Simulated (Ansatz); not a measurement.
Crystal: CdF2.

```
CELL_PARAMETERS angstrom
0.00000 2.69400 2.69400
2.69400 0.00000 2.69400
2.69400 2.69400 0.00000
ATOMIC_POSITIONS crystal
Cd 0.00000 0.00000 0.00000
F 0.75000 0.75000 0.75000
F 0.25000 0.25000 0.25000
```

Base run:

| Property | Result |
| --- | --- |
| Program | Ansatz 0.2.0 |
| Functional | revPBE |
| Potentials or basis | Ansatz PAW |
| Cutoff | 420 eV (not typed: the program's choice for these potentials) |
| k mesh | 5 × 5 × 5 |
| Occupations | fermi-dirac, width 0.05 eV |
| Spin | no spin polarisation |

Its results: band gap on the k mesh 3.34 eV, indirect (least direct gap 3.76 eV); pressure 9.0 GPa.

Task: The run is repeated on the same cell with these changes: functional from revPBE to PBE. What comes out?

Result: Band gap on the k mesh 3.18 eV, indirect (least direct gap 3.60 eV); pressure 5.5 GPa.

PBE binds more tightly than revPBE, so the same cell stands under less pressure.

Caveats: the k mesh misses the band edges, so the gap on the mesh is wider than the one along the path; the PAW data sets come from PBE, with cores solved anew for the run's functional, which leaves a small shift of forces and pressure (some runs).
